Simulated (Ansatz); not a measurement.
# Structures of CaS$_{3}$: which is lowest?

Plane-wave DFT in Ansatz with scalar-relativistic PAW potentials, cutoff 420 eV, Γ-centred meshes chosen by cell and gap, Gaussian smearing with energies taken to zero width. Every cell was relaxed (cell and atoms) in a run of its own, within the symmetry of its start. Functional: PBE.

Relaxed structures (starts from databases or built by putting these elements on another compound's sites):
A. R-3m, 8 atoms in the computed cell, a = 7.822 Å, c = 10.635 Å; sites (symmetry × multiplicity) Ca 3m × 6, S .m × 18; start: built
B. Pm-3n, 8 atoms in the computed cell, a = 5.311 Å; sites (symmetry × multiplicity) Ca m-3. × 2, S -4m.2 × 6; start: built
C. I4/mmm, 4 atoms in the computed cell, a = 3.796 Å, c = 11.074 Å; sites (symmetry × multiplicity) Ca 4/mmm × 2, S -4m2 × 4 + 4/mmm × 2; start: built

Q: Rank them by energy. Could pressure change the order?

A:
```csv
structure,group,E − E(lowest) (meV/atom),V (Å³/atom),gap on mesh (eV)
A,R-3m,0.0,23.48,0.00
C,I4/mmm,92,19.95,0.00
B,Pm-3n,149,18.73,0.00
```

A is lowest, 92 meV/atom under C. C is denser by 3.53 Å³/atom, so pressure favours it: ΔE/ΔV, with ΔE in eV and 1 eV/Å³ = 160.2 GPa, gives about 4.2 GPa for equal enthalpy if both cells were rigid, a rough figure since the two compress differently. Other structures may lie lower than all of these, and vibrations aren't counted.

Spin polarisation was left out, and a magnetic state may lie lower.